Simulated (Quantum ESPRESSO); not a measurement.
# Ti (P6_3/mmc) in Quantum ESPRESSO: a series of runs

One crystal, Ti, is run at these levels: PBEsol, LDA; tasks: energy-loss spectrum, phonons.

Everything below comes from runs of Quantum ESPRESSO 7.5. Logs are shortened: lines on timing, memory, paths and dates and some standing lists are left out, and cuts for length are marked.

## 1. Starting point

The structure is hexagonal, space group P6_3/mmc (No. 194). Conventional cell: a = 2.950 Å, b = 2.950 Å, c = 4.680 Å, α = 90.00°, β = 90.00°, γ = 120.00°. Around Ti (site symmetry -6m2) lie 12 Ti at 2.89 to 2.95 Å.

## 2. Energy-loss spectrum, PBEsol (volume scaled by 0.88)

pw.in

```
&CONTROL
  calculation = 'scf'
  prefix = 'pwscf'
  outdir = './tmp'
  pseudo_dir = './pseudo'
  tprnfor = .true.
  tstress = .true.
  disk_io = 'low'
/
&SYSTEM
  ibrav = 0
  celldm(1) = 8
  nat = 2
  ntyp = 1
  ecutwfc = 45
  ecutrho = 360
  nbnd = 19
  occupations = 'smearing'
  smearing = 'gaussian'
  degauss = 0.01999163
/
&ELECTRONS
  conv_thr = 4d-10
  electron_maxstep = 120
  mixing_beta = 0.5
/
ATOMIC_SPECIES
Ti    47.8670 ti_pbesol_v1.4.uspp.F.UPF
CELL_PARAMETERS alat
  0.6677672567560   0.0000000000000   0.0000000000000
 -0.3338836283662   0.5783034081632   0.0000000000000
  0.0000000000000   0.0000000000000   1.0593731395167
ATOMIC_POSITIONS crystal
Ti     0.6666666667    0.3333333333    0.7500000000
Ti     0.3333333333    0.6666666667    0.2500000000
K_POINTS automatic
8 8 5 0 0 0
```

scf2.in

```
&CONTROL
  calculation = 'scf'
  prefix = 'pwscf'
  outdir = './tmp'
  pseudo_dir = './pseudo'
  tprnfor = .true.
  tstress = .true.
  disk_io = 'low'
/
&SYSTEM
  ibrav = 0
  celldm(1) = 8
  nat = 2
  ntyp = 1
  ecutwfc = 45
  ecutrho = 360
  nbnd = 19
  occupations = 'smearing'
  smearing = 'gaussian'
  degauss = 0.01999163
/
&ELECTRONS
  conv_thr = 1d-11
  electron_maxstep = 120
  mixing_beta = 0.5
  startingpot = 'file'
  startingwfc = 'file'
/
ATOMIC_SPECIES
Ti    47.8670 ti_pbesol_v1.4.uspp.F.UPF
CELL_PARAMETERS alat
  0.6677672567560   0.0000000000000   0.0000000000000
 -0.3338836283662   0.5783034081632   0.0000000000000
  0.0000000000000   0.0000000000000   1.0593731395167
ATOMIC_POSITIONS crystal
Ti     0.6666666667    0.3333333333    0.7500000000
Ti     0.3333333333    0.6666666667    0.2500000000
K_POINTS automatic
8 8 5 0 0 0
```

eels.in

```
&LR_INPUT
  prefix = 'pwscf'
  outdir = './tmp'
  restart_step = 5000
  restart = .false.
/
&LR_CONTROL
  calculator = 'lanczos'
  approximation = 'RPA_with_CLFE'
  q1 = 0.8085232213
  q2 = 0
  q3 = 0
  itermax = 400
/
```

spectrum.in

```
&LR_INPUT
  prefix = 'pwscf'
  outdir = './tmp'
  eels = .true.
  itermax0 = 400
  itermax = 20000
  extrapolation = 'osc'
  epsil = 0.05
  units = 1
  start = 0
  end = 40
  increment = 0.2
/
```

spectrum_short.in

```
&LR_INPUT
  prefix = 'pwscf'
  outdir = './tmp'
  eels = .true.
  itermax0 = 266
  itermax = 20000
  extrapolation = 'osc'
  epsil = 0.05
  units = 1
  start = 0
  end = 40
  increment = 0.2
/
```

Potentials or basis: GBRV 1.5 PBEsol.

The run is started by

```
> OMP_NUM_THREADS=1 pw.x -in pw.in > pw.out
> OMP_NUM_THREADS=1 pw.x -in scf2.in > scf2.out
> OMP_NUM_THREADS=1 turbo_eels.x -in eels.in > eels.out
> OMP_NUM_THREADS=1 turbo_spectrum.x -in spectrum.in > spectrum.out
> OMP_NUM_THREADS=1 turbo_spectrum.x -in spectrum_short.in > spectrum_short.out
```

pw.out:

```text
This program is part of the open-source Quantum ESPRESSO suite
     for quantum simulation of materials; please cite
         "P. Giannozzi et al., J. Phys.:Condens. Matter 21 395502 (2009);
         "P. Giannozzi et al., J. Phys.:Condens. Matter 29 465901 (2017);
         "P. Giannozzi et al., J. Chem. Phys. 152 154105 (2020);
     in publications or presentations arising from this work. More details at

     Message from routine setup:
     using ibrav=0 with symmetry is DISCOURAGED, use correct ibrav instead

     G-vector sticks info
     --------------------
     sticks:   dense  smooth     PW     G-vecs:    dense   smooth      PW
     Sum         703     361    109                24141     8557    1461

     Using Slab Decomposition

     bravais-lattice index     =            0
     lattice parameter (alat)  =       8.0000  a.u.
     unit-cell volume          =     209.4594 (a.u.)^3
     number of atoms/cell      =            2
     number of atomic types    =            1
     number of electrons       =        24.00
     number of Kohn-Sham states=           19
     kinetic-energy cutoff     =      45.0000  Ry
     charge density cutoff     =     360.0000  Ry
     scf convergence threshold =      4.0E-10
     mixing beta               =       0.5000
     number of iterations used =            8  plain     mixing
     Exchange-correlation= SLA  PW   PSX  PSC
                           (   1   4  10   8   0   0   0)

     celldm(1)=   8.000000  celldm(2)=   0.000000  celldm(3)=   0.000000
     celldm(4)=   0.000000  celldm(5)=   0.000000  celldm(6)=   0.000000

     crystal axes: (cart. coord. in units of alat)
               a(1) = (   0.667767   0.000000   0.000000 )
               a(2) = (  -0.333884   0.578303   0.000000 )
               a(3) = (   0.000000   0.000000   1.059373 )

     reciprocal axes: (cart. coord. in units 2 pi/alat)
               b(1) = (  1.497528  0.864598 -0.000000 )
               b(2) = (  0.000000  1.729196  0.000000 )
               b(3) = (  0.000000 -0.000000  0.943954 )

     PseudoPot. # 1 for Ti read from file:
     ti_pbesol_v1.4.uspp.F.UPF
     Pseudo is Ultrasoft + core correction, Zval = 12.0
     Generated by new atomic code, or converted to UPF format
     Using radial grid of  851 points,  6 beta functions with:
                l(1) =   0
                l(2) =   0
                l(3) =   1
                l(4) =   1
                l(5) =   2
                l(6) =   2
     Q(r) pseudized with  6 coefficients,  rinner =    1.000   1.000   1.000
                                                       1.000   1.000

     atomic species   valence    mass     pseudopotential
     Ti               12.00    47.86700     Ti( 1.00)

     24 Sym. Ops., with inversion, found (12 have fractional translation)

   Cartesian axes

     site n.     atom                  positions (alat units)
         1        Ti     tau(   1) = (   0.3338836   0.1927678   0.7945299  )
         2        Ti     tau(   2) = (  -0.0000000   0.3855356   0.2648433  )

     number of k points=    30  Gaussian smearing, width (Ry)=  0.0200
                       cart. coord. in units 2pi/alat
        k(    1) = (   0.0000000   0.0000000   0.0000000), wk =   0.0062500
        k(    2) = (   0.0000000   0.0000000   0.1887909), wk =   0.0125000
        k(    3) = (   0.0000000   0.0000000   0.3775818), wk =   0.0125000
        k(    4) = (   0.0000000   0.2161495   0.0000000), wk =   0.0375000
        k(    5) = (   0.0000000   0.2161495   0.1887909), wk =   0.0750000
        k(    6) = (   0.0000000   0.2161495   0.3775818), wk =   0.0750000
[... 22 lines left out ...]
        k(   29) = (   0.3743819   0.8645981   0.1887909), wk =   0.0750000
        k(   30) = (   0.3743819   0.8645981   0.3775818), wk =   0.0750000

     Dense  grid:    24141 G-vectors     FFT dimensions: (  36,  36,  54)

     Smooth grid:     8557 G-vectors     FFT dimensions: (  24,  24,  40)

     Check: negative core charge=   -0.000017

     Initial potential from superposition of free atoms

     starting charge      21.9999, renormalised to      24.0000

     negative rho (up, down):  1.909E-03 0.000E+00
     Starting wfcs are   20 randomized atomic wfcs

     Self-consistent Calculation

     iteration #  1     ecut=    45.00 Ry     beta= 0.50
     Davidson diagonalization with overlap
     ethr =  1.00E-02,  avg # of iterations =  3.5

     negative rho (up, down):  1.997E-03 0.000E+00

     total energy              =    -238.02419610 Ry
     estimated scf accuracy    <       1.13199934 Ry

     iteration #  2     ecut=    45.00 Ry     beta= 0.50
     Davidson diagonalization with overlap
     ethr =  4.72E-03,  avg # of iterations =  2.1

     negative rho (up, down):  1.663E-03 0.000E+00

     total energy              =    -238.28373338 Ry
     estimated scf accuracy    <       0.00214613 Ry

     iteration #  3     ecut=    45.00 Ry     beta= 0.50
     Davidson diagonalization with overlap
     ethr =  8.94E-06,  avg # of iterations =  5.8

     negative rho (up, down):  1.339E-03 0.000E+00

     total energy              =    -238.28557105 Ry
     estimated scf accuracy    <       0.00531068 Ry

     iteration #  4     ecut=    45.00 Ry     beta= 0.50
     Davidson diagonalization with overlap
     ethr =  8.94E-06,  avg # of iterations =  4.3
[... 46 lines left out ...]
     negative rho (up, down):  1.241E-03 0.000E+00

     total energy              =    -238.28774014 Ry
     estimated scf accuracy    <       0.00000003 Ry

     iteration # 10     ecut=    45.00 Ry     beta= 0.50
     Davidson diagonalization with overlap
     ethr =  1.06E-10,  avg # of iterations =  1.0

     negative rho (up, down):  1.241E-03 0.000E+00

     total energy              =    -238.28774013 Ry
     estimated scf accuracy    <       0.00000001 Ry

     iteration # 11     ecut=    45.00 Ry     beta= 0.50
     Davidson diagonalization with overlap
     ethr =  5.08E-11,  avg # of iterations =  2.0

     negative rho (up, down):  1.241E-03 0.000E+00

     End of self-consistent calculation

          k = 0.0000 0.0000 0.0000 (  1087 PWs)   bands (ev):

   -41.2645 -41.0444 -18.1185 -17.2062 -17.2062 -17.0879 -17.0642 -17.0642
     8.7226  12.1629  15.9739  15.9739  16.1164  16.2535  16.5647  16.5647
    16.9854  16.9854  18.7794

          k = 0.0000 0.0000 0.1888 (  1074 PWs)   bands (ev):

   -41.2439 -41.0658 -18.0245 -17.1927 -17.1927 -17.1912 -17.0778 -17.0778
     9.0928  12.0393  15.6786  15.8379  15.8379  15.9066  16.3663  16.3663
    17.3728  17.3728  18.7917

          k = 0.0000 0.0000 0.3776 (  1050 PWs)   bands (ev):

   -41.1895 -41.1215 -17.7744 -17.4564 -17.1574 -17.1574 -17.1135 -17.1135
    10.0945  11.3253  15.1572  15.4306  15.7923  15.7923  16.0065  16.0066
    18.0653  18.0655  18.6062

          k = 0.0000 0.2161 0.0000 (  1070 PWs)   bands (ev):

   -41.2402 -41.0348 -18.0692 -17.3081 -17.2394 -17.1689 -17.1086 -17.0772
     9.2036  12.5335  15.3313  15.3711  16.2934  16.3322  16.6169  16.7183
    16.7424  16.8834  18.9201

          k = 0.0000 0.2161 0.1888 (  1072 PWs)   bands (ev):

   -41.2209 -41.0548 -17.9878 -17.2920 -17.2609 -17.2240 -17.1212 -17.0928
     9.5532  12.4364  14.9020  15.3753  15.9481  16.1063  16.3734  16.6404
    17.2580  17.3464  18.8821
[... 21 lines left out ...]
   -41.1221 -41.0714 -17.8099 -17.6582 -17.3663 -17.2456 -17.2450 -17.1831
    11.4572  12.4408  14.1845  14.7622  15.4019  15.8763  16.5358  16.9659
    18.0881  18.3800  18.6350

          k = 0.0000 0.6484 0.0000 (  1058 PWs)   bands (ev):

   -41.1084 -41.0011 -17.8064 -17.7682 -17.6357 -17.3860 -17.2700 -17.1509
    11.9095  12.9960  13.2708  14.5302  15.7913  16.0024  16.2170  18.4861
    18.7051  18.7411  19.2545

          k = 0.0000 0.6484 0.1888 (  1065 PWs)   bands (ev):

   -41.0982 -41.0114 -17.9135 -17.7311 -17.5808 -17.3639 -17.2522 -17.1737
    11.9029  12.9242  13.5521  14.4255  15.9388  16.0141  16.3909  18.3837
    18.5562  18.6391  19.1423

          k = 0.0000 0.6484 0.3776 (  1073 PWs)   bands (ev):

   -41.0714 -41.0382 -17.9378 -17.8601 -17.3978 -17.3057 -17.2774 -17.2331
    12.0830  12.5362  14.0162  14.4583  15.9557  16.4073  16.6411  17.5321
    18.7232  18.8515  18.9408

          k = 0.0000-0.8646 0.0000 (  1076 PWs)   bands (ev):

   -41.0730 -41.0018 -17.9095 -17.7263 -17.6690 -17.4146 -17.3399 -17.1673
    12.6165  12.6548  12.9696  14.6727  15.6370  15.8703  16.4952  19.0270
    19.2895  19.3005  20.2353

          k = 0.0000-0.8646 0.1888 (  1070 PWs)   bands (ev):

   -41.0662 -41.0086 -17.9765 -17.8118 -17.5509 -17.3914 -17.3010 -17.1914
    12.2144  12.6751  13.7523  14.1062  15.8897  16.3097  16.6308  18.7181
    19.1118  19.2795  19.7638

          k = 0.0000-0.8646 0.3776 (  1068 PWs)   bands (ev):

   -41.0484 -41.0263 -18.0117 -17.9457 -17.3840 -17.3303 -17.2914 -17.2539
    12.1404  12.4695  13.9818  14.2926  16.4081  16.6082  17.1547  17.6569
    19.1541  19.2236  19.2457

          k = 0.1872 0.3242 0.0000 (  1069 PWs)   bands (ev):

   -41.1970 -41.0198 -17.9780 -17.4480 -17.3990 -17.2486 -17.1507 -17.1241
    10.0884  13.1104  14.4707  14.6719  16.0182  16.0813  16.7001  16.9369
    17.0625  17.6088  19.0259

          k = 0.1872 0.3242 0.1888 (  1068 PWs)   bands (ev):

   -41.1803 -41.0369 -17.9266 -17.4411 -17.4118 -17.2804 -17.1506 -17.1419
    10.3878  13.0814  14.1353  14.7781  15.7731  16.1234  16.4026  17.0017
    17.4672  17.6727  18.9495

          k = 0.1872 0.3242 0.3776 (  1072 PWs)   bands (ev):

   -41.1364 -41.0816 -17.7862 -17.5989 -17.3248 -17.2723 -17.1920 -17.1845
    11.2129  12.3217  14.2816  14.8739  15.3501  15.7870  16.4586  16.7464
    18.0498  18.3135  18.6168

          k = 0.1872 0.5404 0.0000 (  1058 PWs)   bands (ev):

   -41.1304 -41.0035 -17.8246 -17.6796 -17.5801 -17.3647 -17.2341 -17.1879
    11.5281  13.4302  13.5898  14.2110  15.6146  16.0138  16.3066  17.6270
    18.2251  18.7853  19.1145

          k = 0.1872 0.5404 0.1888 (  1071 PWs)   bands (ev):
[... 43 lines left out ...]
   -41.0487 -41.0261 -17.8888 -17.8545 -17.5219 -17.4583 -17.2845 -17.2231
    12.9140  13.0302  14.2218  14.6538  14.9482  15.2448  16.5815  17.2720
    18.7208  19.2937  20.5219

          k = 0.3744 0.8646 0.0000 (  1068 PWs)   bands (ev):

   -41.0401 -41.0103 -17.8038 -17.6307 -17.5867 -17.5628 -17.4251 -17.3837
    13.0932  13.4434  13.4922  13.9735  15.3291  15.5549  16.7490  18.5731
    18.9101  18.9823  21.3449

          k = 0.3744 0.8646 0.1888 (  1062 PWs)   bands (ev):

   -41.0372 -41.0131 -17.8371 -17.7382 -17.6631 -17.4369 -17.4018 -17.3112
    13.0335  13.5953  13.7713  13.8962  15.2332  15.4427  16.7409  18.3517
    18.6091  18.9973  21.6225

          k = 0.3744 0.8646 0.3776 (  1064 PWs)   bands (ev):

   -41.0296 -41.0204 -17.8913 -17.8594 -17.6104 -17.5160 -17.2682 -17.2357
    13.1317  13.4206  14.1542  14.3208  14.9507  15.1652  16.8752  17.3980
    18.7527  18.9653  21.9896

     the Fermi energy is    15.1125 ev

!    total energy              =    -238.28774013 Ry
     estimated scf accuracy    <          3.7E-10 Ry
     smearing contrib. (-TS)   =      -0.00540582 Ry
     internal energy E=F+TS    =    -238.28233431 Ry

     The total energy is F=E-TS. E is the sum of the following terms:
     one-electron contribution =     -71.32580474 Ry
     hartree contribution      =      45.40079829 Ry
     xc contribution           =     -35.91476695 Ry
     ewald contribution        =    -176.44256091 Ry

     convergence has been achieved in  11 iterations

     negative rho (up, down):  1.241E-03 0.000E+00

     Forces acting on atoms (cartesian axes, Ry/au):

     atom    1 type  1   force =     0.00000000   -0.00000000    0.00000000
     atom    2 type  1   force =     0.00000000    0.00000000    0.00000000

     Total force =     0.000000     Total SCF correction =     0.000000

     Computing stress (Cartesian axis) and pressure

     negative rho (up, down):  1.241E-03 0.000E+00
          total   stress  (Ry/bohr**3)                   (kbar)     P=      103.28
   0.00069787  -0.00000000   0.00000000          102.66       -0.00        0.00
  -0.00000000   0.00069787   0.00000000           -0.00      102.66        0.00
   0.00000000   0.00000000   0.00071053            0.00        0.00      104.52

=------------------------------------------------------------------------------=
   JOB DONE.
=------------------------------------------------------------------------------=
```

Run time: 8.8 min. Hardware: 1 thread of Intel Xeon Platinum 8488C (Sapphire Rapids), shared host; peak memory 0.42 GiB.

Results:

* Free energy: -3242.0699 eV
* Pressure: 10.3 GPa
* Band gap on the k mesh: none (metal or under the smearing width)
* Peak of the energy-loss function: 19.4 eV

Energy-loss function at q = [1.2, 0.0, 0.0] (Å⁻¹, cartesian):
```json
{"energy (eV)": "0.0", "loss": "0.000"}
{"energy (eV)": "1.8", "loss": "0.023"}
{"energy (eV)": "3.4", "loss": "0.090"}
{"energy (eV)": "5.2", "loss": "0.130"}
{"energy (eV)": "7.0", "loss": "0.204"}
{"energy (eV)": "8.6", "loss": "0.369"}
{"energy (eV)": "10.4", "loss": "0.428"}
{"energy (eV)": "12.2", "loss": "0.299"}
{"energy (eV)": "13.8", "loss": "0.328"}
{"energy (eV)": "15.6", "loss": "0.494"}
{"energy (eV)": "17.4", "loss": "0.753"}
{"energy (eV)": "19.0", "loss": "0.935"}
{"energy (eV)": "20.8", "loss": "0.883"}
{"energy (eV)": "22.4", "loss": "0.824"}
{"energy (eV)": "24.2", "loss": "0.680"}
{"energy (eV)": "26.0", "loss": "0.499"}
{"energy (eV)": "27.6", "loss": "0.425"}
{"energy (eV)": "29.4", "loss": "0.309"}
{"energy (eV)": "31.2", "loss": "0.219"}
{"energy (eV)": "32.8", "loss": "0.229"}
{"energy (eV)": "34.6", "loss": "0.303"}
{"energy (eV)": "36.4", "loss": "0.279"}
{"energy (eV)": "38.0", "loss": "0.265"}
{"energy (eV)": "39.8", "loss": "0.398"}
```

Caveat: the Lanczos chain is short for so many electrons, so humps in the spectrum may be artefacts.

(Continued in part 2 of 2.)
